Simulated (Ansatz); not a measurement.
KI: input, output and frames of a trajectory

Method: DFT PBE, scalar-relativistic, plane waves, PAW (Ansatz 0.2.0). Cutoff 420 eV, Γ-centred 1×1×1 k-points, Fermi–Dirac smearing of 0.02 eV. The mesh is coarse. No spin polarisation.

16 atoms, starting at 1.00 times the perfect crystal's volume (space group Pnma, the cell as given, not relaxed at this level); Langevin thermostat at 200 K (friction 0.005 fs⁻¹), fixed cell; 54 steps of 6 fs. The run is short and not equilibrated. The time step is on the long side.

Self-consistency was reached.

Command:
```bash
ansatz run input.yaml --threads 4 --pin off --max-ram 5120MiB --backend cpu --events-out ev --progress --plain --runs-dir out
```

Input:
```yaml
crystal:
  lattice:
    - [6.42, -5.29, 0.0]
    - [-6.42, -5.29, 0.0]
    - [0.0, 0.0, -9.3]
  atoms:
    - { symbol: K, position: [0.3925, 0.3575, 0.803] }
    - { symbol: K, position: [0.8925, 0.8575, 0.803] }
    - { symbol: K, position: [0.6425, 0.1075, 0.697] }
    - { symbol: K, position: [0.1425, 0.6075, 0.697] }
    - { symbol: K, position: [0.3575, 0.8925, 0.303] }
    - { symbol: K, position: [0.8575, 0.3925, 0.303] }
    - { symbol: K, position: [0.6075, 0.6425, 0.197] }
    - { symbol: K, position: [0.1075, 0.1425, 0.197] }
    - { symbol: I, position: [0.5, 0.25, 0.083] }
    - { symbol: I, position: [0.0, 0.75, 0.083] }
    - { symbol: I, position: [0.75, 0.0, 0.417] }
    - { symbol: I, position: [0.25, 0.5, 0.417] }
    - { symbol: I, position: [0.25, 0.0, 0.583] }
    - { symbol: I, position: [0.75, 0.5, 0.583] }
    - { symbol: I, position: [0.5, 0.75, 0.917] }
    - { symbol: I, position: [0.0, 0.25, 0.917] }
basis:
  ecutwfc: 420
kpoints:
  mp_grid: { grid: [1, 1, 1], shift: [0.0, 0.0, 0.0] }
hamiltonian:
  xc: pbe
scf:
  occupations: { method: fermi_dirac, width: 0.02 }
  lower_state_search: "off"
  convergence: { dr2_threshold: 1.0e-07 }
output:
  forces: true
  stress: true
md:
  timestep: 6.0
  n_steps: 54
  ensemble: nvt_langevin
  temperature: 200.0
  initial_velocities: maxwell_boltzmann
  seed: 85835
  friction: 0.005
```

Output (its end):
```
...
SCF 55 converged in 6 iterations: F = -72424.809814 eV  dr2 = 1.83e-8
md step    54: t =   324.00 fs T =   224.3 K  F+E_penalty+E_count = -72424.80981400 eV  E_kin = 0.463977 eV  P_inst = 3.2256 GPa (6 SCF iters)
SCF converged after 6 iterations
Free energy (F): -72424.809814 eV
Harris-Foulkes:  -72424.809814 eV  (|F-HF|=1.27e-8)
Internal energy: -72424.809814 eV  (E = F + TS)
E sigma→0 (E₀):  -72424.809814 eV
Fermi energy:    5.544274 eV
--- Per-component energies (eV) ---
  E_band       = -3990.881900
  E_kinetic    = 3558.471474
  E_local      = -21930.121479  (includes V_loc(G=0)·N_el)
  E_nonlocal   = -616.959002
  E_hartree    = 10467.263250
  E_xc         = -2113.075592
  E_vxc        = -2357.676570  (∫ρ·V_xc dr)
  E_paw        = -44793.896084  (= ΣΔE_a)
  E_vpaw       = -3579.124390  (= ΣTr[D̂ρ^β])
  E_aug_tail   = -0.000084  (compensation charges beyond the density's cutoff)
  E_ewald      = -16996.492296
  E_smearing   = -0.000000  (= −TS)
  E_closure    = -0.000000  (closes the sum)
  Σ components = -72424.809814   (vs F -72424.809814, Δ=0.00e0)
--- Forces (eV/Å), atoms counted from 1 ---
  atom   1  K     -0.04666189    -0.58434615    -0.04921512
  atom   2  K     -0.04472792     0.35690577     0.09975595
  atom   3  K     -0.10533000     0.15444608     0.11824019
  atom   4  K      0.65897239     0.04748568     0.22271255
  atom   5  K     -0.32700360     0.15279958     0.04273718
  atom   6  K     -0.16230641    -0.13506732    -0.32057054
  atom   7  K     -0.24279804    -0.24227656     0.06828720
  atom   8  K      0.04632316     0.01145909    -0.16321116
  atom   9  I      0.13082132     0.47375124     0.42185014
  atom  10  I     -0.17462066    -0.07021031    -0.15684758
  atom  11  I     -0.10508685    -0.18244688     0.14178636
  atom  12  I     -0.14546886     0.11581224    -0.16956776
  atom  13  I      0.34653307     0.06317701     0.40610482
  atom  14  I      0.05051439    -0.04752307    -0.24689050
  atom  15  I      0.07009745     0.17695024    -0.06850226
  atom  16  I      0.05078243    -0.29082388    -0.34667110
  max |Σ_I F_I| component: 9.28e-5 eV/Å
--- Stress (GPa, compression-positive) ---
        5.966949       0.141796       0.054747
        0.141796       1.964449       0.165552
        0.054747       0.165552       1.509909
  P = ⅓ Tr σ = 3.1471 GPa (31.471 kbar)
--- MD trajectory: 54 steps, t = 0.0 → 324.0 fs ---
  final state: T = 224.3 K   F+E_penalty+E_count = -72424.80981400 eV   E_kin = 0.463977 eV
```

Frames along the run (Å, eV/Å; dE is the potential energy from the first frame):

```xyz
16
Lattice="6.420 -5.290 0.000 -6.420 -5.290 0.000 0.000 0.000 -9.300" Properties=species:S:1:pos:R:3:forces:R:3 pbc="T T T" time_fs=0.00 dE_eV=0.0000 T_K=188
K     0.225   -3.967   -7.468   -0.476    0.000    0.994
K     0.225   -9.258   -7.468   -0.476    0.000    0.994
K     3.435   -3.967   -6.482   -0.476    0.000   -0.994
K    -2.985   -3.967   -6.482   -0.476    0.000   -0.994
K    -3.435   -6.612   -2.818    0.476    0.000    0.994
K     2.985   -6.612   -2.818    0.476    0.000    0.994
K    -0.225   -6.612   -1.832    0.476    0.000   -0.994
K    -0.225   -1.323   -1.832    0.476    0.000   -0.994
I     1.605   -3.967   -0.772    0.715    0.000   -1.185
I    -4.815   -3.967   -0.772    0.715    0.000   -1.185
I     4.815   -3.967   -3.878    0.715    0.000    1.185
I    -1.605   -3.967   -3.878    0.715    0.000    1.185
I     1.605   -1.323   -5.422   -0.715    0.000   -1.185
I     1.605   -6.612   -5.422   -0.715    0.000   -1.185
I    -1.605   -6.612   -8.528   -0.715    0.000    1.185
I    -1.605   -1.323   -8.528   -0.715    0.000    1.185
16
Lattice="6.420 -5.290 0.000 -6.420 -5.290 0.000 0.000 0.000 -9.300" Properties=species:S:1:pos:R:3:forces:R:3 pbc="T T T" time_fs=24.00 dE_eV=-0.6901 T_K=508
K     0.157   -4.003   -7.368   -0.172    0.087    0.629
K     0.171   -9.333   -7.477   -0.178    0.058    0.726
K     3.471   -3.898   -6.604   -0.451   -0.046   -0.553
K    -2.974   -4.061   -6.505   -0.479    0.101   -0.643
K    -3.409   -6.666   -2.707    0.250    0.065    0.510
K     2.993   -6.628   -2.754    0.334    0.036    0.651
K    -0.230   -6.644   -1.846    0.478    0.071   -0.877
K    -0.213   -1.309   -1.905    0.302   -0.004   -0.613
I     1.615   -3.933   -0.750    0.473   -0.037   -0.805
I    -4.798   -3.947   -0.835    0.540   -0.058   -0.783
I     4.822   -3.954   -3.859    0.480   -0.044    0.790
I    -1.544   -3.983   -3.837    0.473   -0.023    0.870
I     1.562   -1.341   -5.426   -0.462    0.011   -0.731
I     1.631   -6.611   -5.460   -0.493   -0.038   -0.906
I    -1.609   -6.576   -8.506   -0.619   -0.079    0.964
I    -1.675   -1.315   -8.521   -0.479   -0.101    0.771
16
Lattice="6.420 -5.290 0.000 -6.420 -5.290 0.000 0.000 0.000 -9.300" Properties=species:S:1:pos:R:3:forces:R:3 pbc="T T T" time_fs=48.00 dE_eV=-1.4346 T_K=831
K     0.038   -4.019   -7.184    0.205    0.145    0.189
K     0.073   -9.415   -7.365    0.212    0.160    0.221
K     3.441   -3.843   -6.793   -0.446   -0.094   -0.010
K    -3.017   -4.129   -6.609   -0.424    0.223   -0.092
K    -3.344   -6.711   -2.525    0.013    0.160    0.042
K     3.039   -6.629   -2.611    0.169    0.097    0.171
K    -0.192   -6.679   -2.003    0.292    0.155   -0.255
K    -0.164   -1.298   -2.045    0.117    0.017   -0.146
I     1.634   -3.890   -0.735    0.141   -0.139   -0.326
I    -4.755   -3.927   -0.915    0.177   -0.167   -0.126
I     4.845   -3.936   -3.804    0.166   -0.090    0.189
I    -1.468   -3.996   -3.768    0.085   -0.052    0.304
I     1.488   -1.357   -5.453   -0.132    0.013   -0.220
I     1.651   -6.608   -5.515   -0.242   -0.088   -0.389
I    -1.645   -6.547   -8.450   -0.173   -0.168    0.210
I    -1.768   -1.319   -8.487   -0.159   -0.174    0.239
16
Lattice="6.420 -5.290 0.000 -6.420 -5.290 0.000 0.000 0.000 -9.300" Properties=species:S:1:pos:R:3:forces:R:3 pbc="T T T" time_fs=72.00 dE_eV=-1.4779 T_K=700
K    -0.073   -4.020   -7.003    0.352    0.144   -0.032
K     0.011   -9.436   -7.236    0.198    0.192   -0.001
K     3.343   -3.803   -6.981   -0.406   -0.191    0.263
K    -3.106   -4.158   -6.683   -0.358    0.306    0.130
K    -3.282   -6.725   -2.308    0.001    0.211   -0.181
K     3.127   -6.625   -2.460    0.010    0.163   -0.088
K    -0.120   -6.708   -2.194    0.254    0.197    0.058
K    -0.134   -1.291   -2.200    0.178    0.045    0.121
I     1.660   -3.855   -0.723   -0.136   -0.253   -0.133
I    -4.712   -3.919   -0.976   -0.054   -0.246    0.185
I     4.880   -3.938   -3.761   -0.108   -0.078   -0.147
I    -1.394   -4.003   -3.690   -0.196   -0.078   -0.035
I     1.424   -1.361   -5.507    0.067   -0.021    0.095
I     1.648   -6.616   -5.585   -0.114   -0.095    0.027
I    -1.689   -6.538   -8.383    0.182   -0.137   -0.232
I    -1.872   -1.336   -8.437    0.129   -0.158   -0.027
16
Lattice="6.420 -5.290 0.000 -6.420 -5.290 0.000 0.000 0.000 -9.300" Properties=species:S:1:pos:R:3:forces:R:3 pbc="T T T" time_fs=102.00 dE_eV=-1.1918 T_K=542
K    -0.164   -3.987   -6.782    0.230    0.022   -0.228
K    -0.013   -9.400   -7.117   -0.153    0.211   -0.166
K     3.170   -3.777   -7.154   -0.140   -0.283    0.455
K    -3.254   -4.139   -6.699   -0.052    0.270    0.092
K    -3.236   -6.701   -2.091    0.229    0.192   -0.284
K     3.262   -6.559   -2.309   -0.137    0.089   -0.115
K     0.010   -6.691   -2.375    0.211    0.097    0.139
K    -0.041   -1.275   -2.374    0.250    0.018    0.260
I     1.673   -3.848   -0.729   -0.395   -0.322   -0.187
I    -4.673   -3.904   -1.026   -0.184   -0.205    0.320
I     4.928   -3.957   -3.696   -0.325    0.090   -0.326
I    -1.326   -4.017   -3.603   -0.459   -0.011   -0.177
I     1.361   -1.335   -5.564    0.203   -0.110    0.280
I     1.624   -6.625   -5.651   -0.091   -0.014    0.312
I    -1.740   -6.527   -8.311    0.403    0.003   -0.269
I    -1.979   -1.373   -8.364    0.411   -0.045   -0.107
16
Lattice="6.420 -5.290 0.000 -6.420 -5.290 0.000 0.000 0.000 -9.300" Properties=species:S:1:pos:R:3:forces:R:3 pbc="T T T" time_fs=126.00 dE_eV=-0.9477 T_K=384
K    -0.223   -3.952   -6.609    0.092   -0.128   -0.415
K    -0.021   -9.324   -7.039   -0.434    0.144   -0.265
K     3.036   -3.804   -7.194    0.123   -0.190    0.464
K    -3.374   -4.071   -6.674    0.271    0.018   -0.016
K    -3.197   -6.654   -1.965    0.375    0.091   -0.276
K     3.354   -6.490   -2.227   -0.138   -0.005   -0.070
K     0.128   -6.675   -2.473    0.100    0.010    0.124
K     0.089   -1.287   -2.460    0.118    0.057    0.275
I     1.655   -3.859   -0.742   -0.412   -0.271   -0.278
I    -4.649   -3.871   -1.043   -0.235   -0.189    0.362
I     4.955   -3.973   -3.673   -0.347    0.212   -0.322
I    -1.299   -4.021   -3.540   -0.615    0.032   -0.119
I     1.306   -1.329   -5.595    0.332   -0.040    0.274
I     1.611   -6.641   -5.683   -0.158    0.196    0.480
I    -1.757   -6.502   -8.254    0.351   -0.008   -0.119
I    -2.041   -1.408   -8.316    0.576    0.071   -0.099
16
Lattice="6.420 -5.290 0.000 -6.420 -5.290 0.000 0.000 0.000 -9.300" Properties=species:S:1:pos:R:3:forces:R:3 pbc="T T T" time_fs=150.00 dE_eV=-0.7820 T_K=231
K    -0.279   -3.949   -6.480    0.019   -0.178   -0.565
K    -0.063   -9.256   -6.987   -0.502    0.030   -0.304
K     2.929   -3.824   -7.162    0.285   -0.105    0.288
K    -3.440   -3.993   -6.648    0.390   -0.265   -0.095
K    -3.097   -6.597   -1.912    0.298   -0.035   -0.182
K     3.411   -6.420   -2.186   -0.095   -0.114   -0.005
K     0.240   -6.662   -2.545    0.000   -0.040    0.100
K     0.219   -1.283   -2.530   -0.040    0.064    0.332
I     1.630   -3.858   -0.770   -0.264   -0.152   -0.241
I    -4.640   -3.846   -1.035   -0.242   -0.195    0.350
I     4.969   -3.980   -3.669   -0.289    0.316   -0.316
I    -1.302   -4.026   -3.476   -0.671    0.098   -0.040
I     1.264   -1.337   -5.612    0.418    0.137    0.139
I     1.605   -6.623   -5.713   -0.228    0.332    0.613
I    -1.765   -6.474   -8.200    0.254   -0.058   -0.020
I    -2.079   -1.427   -8.305    0.667    0.165   -0.051
16
Lattice="6.420 -5.290 0.000 -6.420 -5.290 0.000 0.000 0.000 -9.300" Properties=species:S:1:pos:R:3:forces:R:3 pbc="T T T" time_fs=174.00 dE_eV=-0.7992 T_K=254
K    -0.300   -3.986   -6.459   -0.004   -0.016   -0.414
K    -0.171   -9.194   -6.969   -0.228   -0.107   -0.244
K     2.879   -3.812   -7.122    0.297   -0.078    0.091
K    -3.433   -3.956   -6.661    0.173   -0.296   -0.065
K    -2.974   -6.544   -1.923    0.124   -0.177   -0.043
K     3.450   -6.361   -2.152   -0.050   -0.202    0.029
K     0.351   -6.700   -2.596   -0.162    0.092    0.026
K     0.324   -1.262   -2.551   -0.170    0.021    0.350
I     1.601   -3.866   -0.812   -0.085   -0.036   -0.106
I    -4.639   -3.841   -1.007   -0.214   -0.221    0.370
I     4.980   -3.985   -3.679   -0.240    0.370   -0.299
I    -1.352   -4.018   -3.411   -0.470    0.130   -0.183
I     1.252   -1.334   -5.616    0.360    0.221   -0.006
I     1.599   -6.579   -5.731   -0.184    0.186    0.608
I    -1.766   -6.449   -8.146    0.153   -0.122   -0.112
I    -2.088   -1.430   -8.305    0.700    0.236   -0.002
16
Lattice="6.420 -5.290 0.000 -6.420 -5.290 0.000 0.000 0.000 -9.300" Properties=species:S:1:pos:R:3:forces:R:3 pbc="T T T" time_fs=198.00 dE_eV=-0.7993 T_K=195
K    -0.319   -4.041   -6.495    0.124    0.308   -0.183
K    -0.294   -9.133   -6.988    0.170   -0.256   -0.146
K     2.865   -3.794   -7.087    0.215   -0.039   -0.048
K    -3.375   -3.935   -6.680   -0.190   -0.158    0.017
K    -2.856   -6.530   -1.969   -0.083   -0.274    0.107
K     3.506   -6.347   -2.132   -0.073   -0.199    0.022
K     0.432   -6.734   -2.598   -0.275    0.196   -0.062
K     0.396   -1.246   -2.525   -0.234    0.032    0.287
I     1.555   -3.887   -0.858    0.101    0.006    0.063
I    -4.625   -3.831   -0.976   -0.173   -0.306    0.401
I     4.983   -3.989   -3.711   -0.180    0.388   -0.225
I    -1.407   -3.999   -3.374   -0.247    0.175   -0.381
I     1.258   -1.313   -5.610    0.250    0.199   -0.091
I     1.590   -6.523   -5.725   -0.068   -0.092    0.536
I    -1.754   -6.421   -8.098   -0.009   -0.225   -0.356
I    -2.065   -1.395   -8.309    0.674    0.247    0.059
16
Lattice="6.420 -5.290 0.000 -6.420 -5.290 0.000 0.000 0.000 -9.300" Properties=species:S:1:pos:R:3:forces:R:3 pbc="T T T" time_fs=222.00 dE_eV=-0.7480 T_K=184
K    -0.343   -4.085   -6.532    0.278    0.613   -0.028
K    -0.376   -9.095   -7.021    0.448   -0.347   -0.075
K     2.862   -3.758   -7.041    0.134   -0.064   -0.119
K    -3.346   -3.954   -6.729   -0.445    0.108    0.087
K    -2.764   -6.565   -2.029   -0.266   -0.239    0.195
K     3.550   -6.349   -2.146   -0.120   -0.155    0.030
K     0.454   -6.763   -2.564   -0.276    0.299   -0.133
K     0.428   -1.226   -2.478   -0.222    0.036    0.199
I     1.530   -3.915   -0.882    0.190    0.042    0.142
I    -4.608   -3.813   -0.944   -0.116   -0.413    0.420
I     4.989   -3.969   -3.750   -0.146    0.315   -0.153
I    -1.452   -3.964   -3.381   -0.128    0.151   -0.427
I     1.275   -1.283   -5.611    0.123    0.154   -0.039
I     1.577   -6.467   -5.690    0.068   -0.342    0.452
I    -1.746   -6.400   -8.076   -0.119   -0.364   -0.613
I    -2.036   -1.344   -8.299    0.595    0.204    0.063
16
Lattice="6.420 -5.290 0.000 -6.420 -5.290 0.000 0.000 0.000 -9.300" Properties=species:S:1:pos:R:3:forces:R:3 pbc="T T T" time_fs=252.00 dE_eV=-0.8670 T_K=243
K    -0.345   -4.002   -6.570    0.215    0.506   -0.008
K    -0.382   -9.143   -7.075    0.488   -0.144   -0.051
K     2.886   -3.733   -7.016    0.069   -0.048   -0.114
K    -3.406   -3.995   -6.801   -0.366    0.357    0.133
K    -2.722   -6.665   -2.077   -0.354   -0.034    0.223
K     3.577   -6.327   -2.122   -0.136   -0.146   -0.051
K     0.414   -6.704   -2.545   -0.116    0.163   -0.089
K     0.451   -1.199   -2.381   -0.258    0.057    0.032
I     1.510   -3.958   -0.911    0.230    0.148    0.254
I    -4.588   -3.794   -0.894   -0.158   -0.321    0.300
I     5.001   -3.919   -3.797   -0.084    0.106   -0.082
I    -1.492   -3.928   -3.407   -0.152    0.094   -0.356
I     1.282   -1.255   -5.619    0.077    0.114    0.147
I     1.566   -6.402   -5.630    0.088   -0.414    0.291
I    -1.738   -6.371   -8.080   -0.020   -0.479   -0.628
I    -2.008   -1.272   -8.258    0.476    0.041   -0.001
16
Lattice="6.420 -5.290 0.000 -6.420 -5.290 0.000 0.000 0.000 -9.300" Properties=species:S:1:pos:R:3:forces:R:3 pbc="T T T" time_fs=276.00 dE_eV=-1.0165 T_K=307
K    -0.336   -3.830   -6.593    0.027    0.004   -0.126
K    -0.335   -9.194   -7.124    0.413    0.090   -0.013
K     2.950   -3.746   -7.009   -0.080    0.032   -0.025
K    -3.518   -3.966   -6.865    0.007    0.268    0.132
K    -2.742   -6.715   -2.102   -0.347    0.066    0.205
K     3.608   -6.322   -2.088   -0.208   -0.110   -0.120
K     0.400   -6.619   -2.540   -0.124   -0.024   -0.041
K     0.405   -1.200   -2.298   -0.185    0.099   -0.073
I     1.489   -3.977   -0.925    0.273    0.223    0.335
I    -4.590   -3.789   -0.844   -0.206   -0.218    0.125
I     5.012   -3.878   -3.836   -0.042   -0.019   -0.005
I    -1.537   -3.907   -3.454   -0.174    0.071   -0.255
I     1.283   -1.236   -5.619    0.196    0.134    0.295
I     1.559   -6.370   -5.581    0.024   -0.276    0.104
I    -1.735   -6.386   -8.110    0.073   -0.205   -0.399
I    -1.978   -1.212   -8.216    0.354   -0.136   -0.139
16
Lattice="6.420 -5.290 0.000 -6.420 -5.290 0.000 0.000 0.000 -9.300" Properties=species:S:1:pos:R:3:forces:R:3 pbc="T T T" time_fs=300.00 dE_eV=-0.9946 T_K=222
K    -0.310   -3.663   -6.632   -0.167   -0.463   -0.150
K    -0.245   -9.224   -7.174    0.152    0.289    0.027
K     2.981   -3.747   -7.009   -0.095    0.064    0.058
K    -3.619   -3.904   -6.918    0.446    0.158    0.178
K    -2.760   -6.749   -2.097   -0.344    0.108    0.154
K     3.608   -6.309   -2.019   -0.221   -0.109   -0.242
K     0.392   -6.538   -2.555   -0.212   -0.197    0.028
K     0.334   -1.184   -2.256   -0.057    0.065   -0.122
I     1.488   -3.996   -0.936    0.244    0.390    0.400
I    -4.603   -3.794   -0.813   -0.223   -0.130   -0.049
I     5.036   -3.841   -3.871   -0.056   -0.111    0.070
I    -1.584   -3.893   -3.483   -0.160    0.097   -0.218
I     1.295   -1.198   -5.617    0.352    0.173    0.428
I     1.553   -6.350   -5.524    0.040   -0.128   -0.145
I    -1.726   -6.417   -8.154    0.101    0.033   -0.194
I    -1.929   -1.163   -8.183    0.198   -0.240   -0.223
16
Lattice="6.420 -5.290 0.000 -6.420 -5.290 0.000 0.000 0.000 -9.300" Properties=species:S:1:pos:R:3:forces:R:3 pbc="T T T" time_fs=324.00 dE_eV=-0.9646 T_K=224
K    -0.333   -3.583   -6.686   -0.047   -0.584   -0.049
K    -0.161   -9.222   -7.234   -0.045    0.357    0.100
K     3.003   -3.773   -6.994   -0.105    0.154    0.118
K    -3.649   -3.823   -6.929    0.659    0.047    0.223
K    -2.792   -6.799   -2.060   -0.327    0.153    0.043
K     3.564   -6.314   -1.976   -0.162   -0.135   -0.321
K     0.351   -6.493   -2.559   -0.243   -0.242    0.068
K     0.256   -1.160   -2.235    0.046    0.011   -0.163
I     1.511   -3.998   -0.944    0.131    0.474    0.422
I    -4.623   -3.809   -0.795   -0.175   -0.070   -0.157
I     5.065   -3.810   -3.909   -0.105   -0.182    0.142
I    -1.626   -3.890   -3.510   -0.145    0.116   -0.170
I     1.339   -1.159   -5.610    0.347    0.063    0.406
I     1.539   -6.336   -5.496    0.051   -0.048   -0.247
I    -1.700   -6.458   -8.202    0.070    0.177   -0.069
I    -1.871   -1.121   -8.163    0.051   -0.291   -0.347
```